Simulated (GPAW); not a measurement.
# AlGaN2 (P-4m2) in GPAW: G0W0 quasiparticle levels with LDA

Aim: the G0W0 quasiparticle levels of AlGaN2 with LDA.

All numbers are computed with GPAW 26.7.0; they aren't measurements. Logs are shortened: lines on timing, memory, paths and dates and some standing lists are left out, and cuts for length are marked. The log counts tension as positive stress, the text compression.

**1. The crystal as given**

Symmetry: P-4m2, No. 115, tetragonal system. Conventional cell: a = 3.141 Å, b = 3.141 Å, c = 4.424 Å, α = 90.00°, β = 90.00°, γ = 90.00°. Ga (site symmetry -4m2) has 4 N at 1.95 Å as nearest neighbours. Al (site symmetry -4m2) is surrounded by 4 N at 1.89 Å. N (site symmetry 2mm) has 2 Al at 1.89 Å and 2 Ga at 1.95 Å as nearest neighbours.

The cell comes from a database or a generator and needn't be the stable form of this composition.

**2. G0W0 quasiparticle levels, LDA**

run.py reads:

```python
import json
import numpy as np
from ase import Atoms
from ase.dft.bandgap import bandgap
from ase.io import write
from gpaw import GPAW, PW
from gpaw.response.g0w0 import G0W0

atoms = Atoms(['Ga', 'Al', 'N', 'N'],
              cell=[[3.1408770487, 0.0, 0.0],
                    [0.0, 3.1408770487, 0.0],
                    [0.0, 0.0, 4.42383794]],
              scaled_positions=[[0.0, 0.0, 0.0],
                                [0.5, 0.5, 0.5],
                                [0.0, 0.5, 0.26173519],
                                [0.5, 0.0, 0.73826481]],
              pbc=True)

calc = GPAW(mode=PW(600),
            xc='LDA',
            kpts={'size': (4, 4, 4), 'gamma': True},
            occupations={'name': 'fermi-dirac', 'width': 0.001},
            nbands=18,
            convergence={'density': 1e-06},
            symmetry={'point_group': False},
            maxiter=150,
            txt='gpaw.txt')
atoms.calc = calc
energy = atoms.get_potential_energy()
calc.write('gs.gpw')
write('result.traj', atoms)
print(f'Energy: {energy:.6f} eV')
print('Fermi level:', round(calc.get_fermi_level(), 4), 'eV')
print(f'Gap: {bandgap(calc)[0]:.4f} eV, direct: {bandgap(calc, direct=True)[0]:.4f} eV')

calc.diagonalize_full_hamiltonian(nbands=74)
calc.write('full.gpw', mode='all')

ibz = calc.get_ibz_k_points()
gap, vbm, cbm = bandgap(calc, output=None)
gap, direct, _ = bandgap(calc, direct=True, output=None)
gamma = int(np.abs(ibz).sum(1).argmin())
kpts = sorted({gamma, vbm[1], cbm[1], direct[1]})
gw = G0W0(calc='full.gpw',
          filename='gw',
          ecut=80,
          ecut_extrapolation=True,
          relbands=(-2, 2),
          kpts=kpts,
          integrate_gamma='WS',
          ppa=True)
gw.calculate()
results = {mode: {key: np.asarray(r[key]).tolist() for key in ['f', 'eps', 'vxc', 'exx', 'sigma', 'Z', 'qp', 'sigma_eskn']}
           for mode, r in gw.all_results.items()}
json.dump({'kpts': ibz[kpts].tolist(), 'results': results}, open('gw.json', 'w'))
for mode, r in results.items():
    f, qp = np.array(r['f']), np.array(r['qp'])
    print(mode, 'quasiparticle energies (eV):')
    print(qp.round(3))
    print(mode, 'gap:', round(qp[f < 0.5].min() - qp[f > 0.5].max(), 4), 'eV')
```

Potentials or basis: the program's PAW data sets (release 1.2.1) made for this functional, pw.

Run with:

```bash
$ OMP_NUM_THREADS=1 python run.py
```

gpaw.txt:

```text
__  _  _
 | _ |_)|_||  |
 |__||  | ||/\| - 26.7.0

Input parameters:
  mode=PW(ecut=600.0),
  convergence={'density': 1e-06},
  kpts=MonkhorstPack(size=(4, 4, 4), gamma=True),
  maxiter=150,
  nbands=18,
  occupations=Occupations(name='fermi-dirac', width=0.001),
  symmetry=Symmetry(point_group=False),
  xc=XC(name='LDA')

Diagonalizing LCAO Hamiltonian
Converting LCAO to pw mode
   .-------.
  /|       |
 * |       |
 | | N     |
 | |  Al   |
 |N.-------.
 |/       /
 Ga------*

Atoms  # Å, Bohr magnetons
|   | symbol |        x |        y |        z |    initial magnetic moments |
|---|--------|----------|----------|----------|-----------------------------|
| 0 |     Ga | 0.000000 | 0.000000 | 0.000000 | ( 0.0000,  0.0000,  0.0000) |
| 1 |     Al | 1.570439 | 1.570439 | 2.211919 | ( 0.0000,  0.0000,  0.0000) |
| 2 |      N | 0.000000 | 1.570439 | 1.157874 | ( 0.0000,  0.0000,  0.0000) |
| 3 |      N | 1.570439 | 0.000000 | 3.265964 | ( 0.0000,  0.0000,  0.0000) |

Unit cell  # Å
| periodic |        x |        y |        z |  lengths |    angles |
|----------|----------|----------|----------|----------|-----------|
|      yes | 3.140877 | 0.000000 | 0.000000 | 3.140877 | 90.000000 |
|      yes | 0.000000 | 3.140877 | 0.000000 | 3.140877 | 90.000000 |
|      yes | 0.000000 | 0.000000 | 4.423838 | 4.423838 | 90.000000 |

Number of symmetries: 1
Symmetry operations  # r_c * U_cc + t_c -> r_c
|   | kind |            matrix            |
|---|------|------------------------------|
| 0 |  E   |  1, 0, 0,  0, 1, 0,  0, 0, 1 |

BZ-sampling:
  Number of BZ points: 64
  Number of IBZ points: 36

  Monkhorst-Pack size: [4, 4, 4]
  Monkhorst-Pack shift: [0.125, 0.125, 0.125]

K-points  # in reciprocal-cell coordinates
|     |                                coordinates |     weight |
|-----|--------------------------------------------|------------|
|   0 | (  0.00000000,   0.00000000,   0.00000000) | 0.01562500 |
|   1 | (  0.00000000,   0.00000000,   0.25000000) | 0.03125000 |
|   2 | (  0.00000000,   0.00000000,   0.50000000) | 0.01562500 |
|   3 | (  0.00000000,   0.25000000,  -0.25000000) | 0.03125000 |
|   4 | (  0.00000000,   0.25000000,   0.00000000) | 0.03125000 |
|   5 | (  0.00000000,   0.25000000,   0.25000000) | 0.03125000 |
|   6 | (  0.00000000,   0.25000000,   0.50000000) | 0.03125000 |
|   7 | (  0.00000000,   0.50000000,   0.00000000) | 0.01562500 |
|   8 | (  0.00000000,   0.50000000,   0.25000000) | 0.03125000 |
|   9 | (  0.00000000,   0.50000000,   0.50000000) | 0.01562500 |
| ... |                                            |            |
|  35 | (  0.50000000,   0.50000000,   0.50000000) | 0.01562500 |

Plane wave coefficients: 1480
Cutoff: 600.0 eV

Spin-components: 1 (collinear spins)
Bands:           18
Projectors:      20
Spin-degeneracy: 2
Datatype:        complex128

Parallelization:
  kpt:    1
  domain: 1
  band:   1

Density:
  Valence electrons: 16.0
  Components: 1
  Grid points: [18 18 25]
  Charge: 0.0  # |e|

Potential:
  Grid points: [18 18 25]

species:
  Ga:
    name:    Gallium
    Z:       31.0
    valence: 3
    core:    28
    charge:  0.0  # [|e|]
    compensation charges:
      type: gauss
      rc: 0.37  # [Å]
      lmax: 2
    cutoffs:
      filter: 2.06  # [Å]
      core: 4.17  # [Å]
    projectors
    | kind |    occ | energy [eV] | rcut [Å] |
    |------|--------|-------------|----------|
    |   4s |  2.000 |      -9.167 |    1.164 |
    |   4p |  1.000 |      -2.734 |    1.164 |
    |    s |        |      18.045 |    1.164 |
    |    p |        |      24.478 |    1.164 |
    |    d |        |       0.000 |    1.164 |

    Using partial waves for Ga as LCAO basis

  Al:
    name:    Aluminium
    Z:       13.0
    valence: 3
    core:    10
    charge:  0.0  # [|e|]
    compensation charges:
      type: gauss
      rc: 0.34  # [Å]
      lmax: 2
    cutoffs:
      filter: 1.91  # [Å]
      core: 2.36  # [Å]
    projectors
    | kind |    occ | energy [eV] | rcut [Å] |
    |------|--------|-------------|----------|
    |   3s |  2.000 |      -7.830 |    1.085 |
    |   3p |  1.000 |      -2.783 |    1.085 |
    |    s |        |      19.382 |    1.085 |
    |    p |        |      24.428 |    1.085 |
    |    d |        |       0.000 |    1.085 |

    Using partial waves for Al as LCAO basis

  N:
    name:    Nitrogen
    Z:       7.0
    valence: 5
    core:    2
    charge:  0.0  # [|e|]
    compensation charges:
      type: gauss
      rc: 0.18  # [Å]
      lmax: 2
    cutoffs:
      filter: 1.11  # [Å]
      core: 0.96  # [Å]
    projectors
    | kind |    occ | energy [eV] | rcut [Å] |
    |------|--------|-------------|----------|
    |   2s |  2.000 |     -18.420 |    0.603 |
    |   2p |  3.000 |      -7.237 |    0.529 |
    |    s |        |       8.791 |    0.603 |
    |    p |        |      19.974 |    0.529 |
    |    d |        |       0.000 |    0.577 |

    Using partial waves for N as LCAO basis

Reference energy: -62328.226297  # eV

eigensolver:
  PPCG
  Converge bands: occupied
  niter=2

density mixing:
  MSR1-Mixer
  Pratt-step length: 0.05
  Maximum mixing coefficient: 0.75
  Old densities: 10
  SVD Regularization: 0.005
  Good broyden scale: 1.0
  Trust region scale: 1.0
  Backstep threshold: 4.0
  History deletion threshold: 6.0
  Fourier metric: weight=20.0, sigma=0.015

occupation numbers:
  Fermi-Dirac:
    width: 0.0010  # eV

poisson solver:
  ecut: 4800.0  # eV

xc functional:
  name: None

convergence criteria:
- Maximum integral of absolute [dens]ity change: 1e-06 electrons / valence electron
- Maximum [total energy] change in last 3 cyles: 0.0005 eV / valence electron
- Maximum integral of absolute [eigenst]ate change: 4e-08 eV^2 / valence electron
maximum number of iterations: 150

SCF iterations
|iter     | |      energy | eigst |  dens |
|---------|-|-------------|-------|-------|
|iter:   1| |  -33.864301 | -0.19 |       |
|iter:   2| |  -32.838510 | -1.86 | -0.56 |
|iter:   3| |  -29.917189 | -0.63 | -0.61 |
|iter:   4| |  -29.886330 | -2.92 | -1.27 |
|iter:   5| |  -29.878401 | -3.44 | -1.57 |
|iter:   6| |  -29.878429c| -5.41 | -2.74 |
|iter:   7| |  -29.878442c| -5.93 | -3.10 |
|iter:   8| |  -29.878437c| -6.38 | -3.55 |
|iter:   9| |  -29.878437c| -8.02c| -4.17 |
|iter:  10| |  -29.878436c| -8.27c| -4.74 |
|iter:  11| |  -29.878436c| -9.21c| -5.72 |
|iter:  12| |  -29.878436c|-10.11c| -6.25c|

Converged in 12 steps
Energy contributions relative to reference atoms: (reference = -62328.226297)

Energy contributions:
  Kinetic:          49.515199
  Coulomb:         -42.902908
  Zero:              0.029535
  External:          0.000000
  Xc:              -36.520262
  Entropy:          -0.000000
  Spinorbit:         0.000000
  ----------------------------
  Free energy:     -29.878436
  Extrapolated:    -29.878436

dipole moment: (-15.754116, -15.754116, -11.222887)  # |e|*Ang

Fermi level: 5.971
Eigenvalues  # (at kpt = [0.000, 0.000, 0.000])
| band index |      eig [eV] | occ [0-2] |
|------------|---------------|-----------|
|          0 |        -9.432 |     2.000 |
|          1 |        -6.456 |     2.000 |
|          2 |         0.287 |     2.000 |
|          3 |         3.611 |     2.000 |
|          4 |         3.611 |     2.000 |
|          5 |         5.699 |     2.000 |
|          6 |         5.921 |     2.000 |
|          7 |         5.921 |     2.000 |
|          8 |         8.846 |     0.000 |
|          9 |         9.436 |     0.000 |
|         10 |        13.410 |     0.000 |
|         11 |        17.043 |     0.000 |
|         12 |        17.043 |     0.000 |
|         13 |        17.157 |     0.000 |
|         14 |        18.550 |     0.000 |
|         15 |        20.655 |     0.000 |
|        ... |               |           |
|         17 |        24.085 |     0.000 |

Gap: 2.924 eV
Transition (v -> c):
  (s=0, k=0, n=7, [0.00, 0.00, 0.00]) -> (s=0, k=0, n=8, [0.00, 0.00, 0.00])
No difference between direct/indirect transitions
# Writing to gs.gpw (mode='')

Matrix size: 1480x1480
# Writing to full.gpw (mode='all')
```

gw.w.txt:

```text
FrequencyGridDescriptor(from 0.000+0.000j to 0.000+27.211j eV, 2 points)
FrequencyGridDescriptor(from 0.000+0.000j to 0.000+27.211j eV, 2 points)

BZ k-points: Symmetries present (total): 1

64 k-points: 4 x 4 x 4 Monkhorst-Pack grid + [1/8,1/8,1/8]
36 k-points in the irreducible part of the Brillouin zone
       k-points in crystal coordinates                weights
   0:     0.00000000    0.00000000    0.00000000          1/64
[... 137 lines left out ...]
dsigma:  Self-energy derivatives
Z:       Renormalization factors
qp:      QP-energies [eV]

k-point 0 (0): (0.000, 0.000, 0.000)                GW
band       f     eps     vxc     exx   sigma  dsigma       Z      qp
                                                                   GW
   6   1.000   5.921 -18.511 -21.982   2.589  -0.273   0.785   5.229
   7   1.000   5.921 -18.511 -21.982   2.589  -0.273   0.785   5.229
   8   0.000   8.846 -15.637 -10.899  -3.515  -0.231   0.812   9.838
   9   0.000   9.436 -12.549  -7.932  -3.930  -0.205   0.830  10.007
```

It took 2.1 min on 1 thread of AMD EPYC 9R45 (Zen 5), shared host; peak memory 0.46 GiB.

What came out:

| Property | Result |
| --- | --- |
| Free energy | -29.8784 eV |
| Band gap on the k mesh, mean-field level | 2.92 eV, direct |
| Quasiparticle gap | 4.61 eV |
| Least direct quasiparticle gap | 4.61 eV |

Caveat: the k mesh is coarse (spacing up to 0.50 Å⁻¹), so the values aren't converged; the quasiparticle gap is taken among the few k points that were corrected; the long-wavelength limit can be off by a per cent or two.
